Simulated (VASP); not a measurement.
All values below come from AM05 GGA, VASP's PBE PAW potentials (set 64) (plane waves; VASP).

A VASP calculation is set up with these files.

KPOINTS:
```
Automatic mesh
0
Gamma
8 8 8
0 0 0
```

**INCAR**
```
ENCUT  =  520   # plane-wave cut-off (eV)
PREC  =  Accurate
ALGO  =  Normal
EDIFF  =  1E-7
LWAVE  =  F
SIGMA  =  0.05   # width (eV)
GGA  =  AM   # AM05
LASPH  =  T
LCHARG  =  F
NELM  =  100   # most electronic steps
SYSTEM  =  ZrO2
ISMEAR  =  0   # Gaussian
ISIF  =  2
LMAXMIX  =  4
LREAL  =  F   # projection in real space or not
```

POSCAR:
```
ZrO2
1
    0.0000000000     2.4821446908     2.4821446908
    2.4821446908     0.0000000000     2.4821446908
    2.4821446908     2.4821446908     0.0000000000
Zr O
1 2
Direct
  0.0000000000   0.0000000000   0.0000000000
  0.2500000000   0.2500000000   0.2500000000
  0.7500000000   0.7500000000   0.7500000000
```

POTCAR, in this order: Zr_sv O (PBE.64 set). Program: vasp_std.

What VASP printed:

**OSZICAR**
```
       N       E                     dE             d eps       ncg     rms          rms(c)
DAV:   1     0.192395249159E+03    0.19240E+03   -0.14904E+04   928   0.157E+03
DAV:   2    -0.270993516258E+02   -0.21949E+03   -0.21521E+03  1184   0.394E+02
DAV:   3    -0.344571679753E+02   -0.73578E+01   -0.73520E+01  1296   0.740E+01
DAV:   4    -0.346934416432E+02   -0.23627E+00   -0.23625E+00  1392   0.102E+01
DAV:   5    -0.346965759692E+02   -0.31343E-02   -0.31343E-02  1184   0.106E+00    0.295E+01
DAV:   6    -0.291671576346E+02    0.55294E+01   -0.30167E+01  1000   0.448E+01    0.126E+01
DAV:   7    -0.291322559022E+02    0.34902E-01   -0.11472E+00  1344   0.879E+00    0.759E+00
DAV:   8    -0.291075982801E+02    0.24658E-01   -0.14476E-01  1248   0.408E+00    0.426E-01
DAV:   9    -0.291068239922E+02    0.77429E-03   -0.19703E-02  1176   0.975E-01    0.288E-01
DAV:  10    -0.291076272830E+02   -0.80329E-03   -0.54115E-03  1008   0.733E-01    0.153E-01
DAV:  11    -0.291076395510E+02   -0.12268E-04   -0.15413E-03  1240   0.351E-01    0.153E-01
DAV:  12    -0.291075991300E+02    0.40421E-04   -0.29140E-04   984   0.144E-01    0.951E-03
DAV:  13    -0.291076006602E+02   -0.15302E-05   -0.14068E-05  1200   0.297E-02    0.665E-03
DAV:  14    -0.291076005809E+02    0.79272E-07   -0.30665E-06  1184   0.117E-02    0.644E-03
DAV:  15    -0.291076004653E+02    0.11558E-06   -0.15744E-07   912   0.410E-03    0.912E-04
DAV:  16    -0.291076004488E+02    0.16506E-07   -0.17190E-08   584   0.115E-03
   1 F= -.29107600E+02 E0= -.29107600E+02  d E =-.496212E-18
```

File OUTCAR:
```
------------------------ aborting loop because EDIFF is reached ----------------------------------------
  FORCE on cell =-STRESS in cart. coord.  units (eV):
  Direction    XX          YY          ZZ          XY          YZ          ZX
  --------------------------------------------------------------------------------------
  Total        3.3665849      3.3665849      3.3665849      0.0000000      0.0000000     -0.0000000
  in kB      176.3554472    176.3554472    176.3554472      0.0000000      0.0000000     -0.0000000
  external PRESSURE =     176.3554472 kB  Pullay stress =       0.0000000 kB
  volume of cell :       30.59
      direct lattice vectors                 reciprocal lattice vectors
     0.000000000  2.482144691  2.482144691    -0.201438700  0.201438700  0.201438700
     2.482144691  0.000000000  2.482144691     0.201438700 -0.201438700  0.201438700
     2.482144691  2.482144691  0.000000000     0.201438700  0.201438700 -0.201438700
 POSITION                                       TOTAL-FORCE (eV/Angst)
 -----------------------------------------------------------------------------------
      0.00000      0.00000      0.00000         0.000000      0.000000      0.000000
      1.24107      1.24107      1.24107         0.000000      0.000000      0.000000
      3.72322      3.72322      3.72322        -0.000000     -0.000000     -0.000000
 -----------------------------------------------------------------------------------
    total drift:                                0.000000      0.000000      0.000000
  FREE ENERGIE OF THE ION-ELECTRON SYSTEM (eV)
  ---------------------------------------------------
  free  energy   TOTEN  =       -29.1076004488 eV

  energy  without entropy=      -29.1076004488  energy(sigma->0) =      -29.10760045
```
(Selected blocks of OUTCAR.)

### OUTCAR
```
 val. band max:        8.0078558772   @ k =   0.5000   0.5000   0.0000

 cond. band min:      11.4858143213   @ k =   0.0000   0.0000   0.0000


 Fermi energy:         8.2969902465

 k-point     1 :       0.0000    0.0000    0.0000
  band No.  band energies     occupation
      1     -39.5926      2.00000
      2     -17.4835      2.00000
      3     -17.4835      2.00000
      4     -17.4835      2.00000
      5     -10.4396      2.00000
      6      -7.5379      2.00000
      7       2.2673      2.00000
      8       2.2673      2.00000
      9       2.2673      2.00000
     10       7.4429      2.00000
     11       7.4429      2.00000
     12       7.4429      2.00000
     13      11.4858      0.00000
     14      11.4858      0.00000
     15      15.1111      0.00000
     16      18.3296      0.00000

 k-point     2 :       0.1250    0.0000    0.0000
  band No.  band energies     occupation
      1     -39.5822      2.00000
      2     -17.6478      2.00000
      3     -17.4980      2.00000
      4     -17.4980      2.00000
      5     -10.1635      2.00000
      6      -7.7298      2.00000
      7       2.4342      2.00000
      8       2.4342      2.00000
      9       2.7578      2.00000
     10       7.0700      2.00000
     11       7.1273      2.00000
     12       7.1273      2.00000
     13      11.8299      0.00000
     14      11.8299      0.00000
     15      15.5658      0.00000
     16      17.7214      0.00000

 k-point     3 :       0.2500    0.0000    0.0000
  band No.  band energies     occupation
      1     -39.5570      2.00000
      2     -18.0075      2.00000
      3     -17.5329      2.00000
      4     -17.5329      2.00000
      5      -9.6091      2.00000
      6      -8.0322      2.00000
      7       2.8389      2.00000
      8       2.8389      2.00000
      9       3.8892      2.00000
     10       6.3214      2.00000
     11       6.5979      2.00000
     12       6.5979      2.00000
     13      12.3204      0.00000
...
```

The compound is ZrO2 in the fluorite structure, the high-temperature cubic form, which is unstable at 0 K; the monoclinic form is the stable one. This cell is one point of a volume scan, at 0.94 of the reference volume.
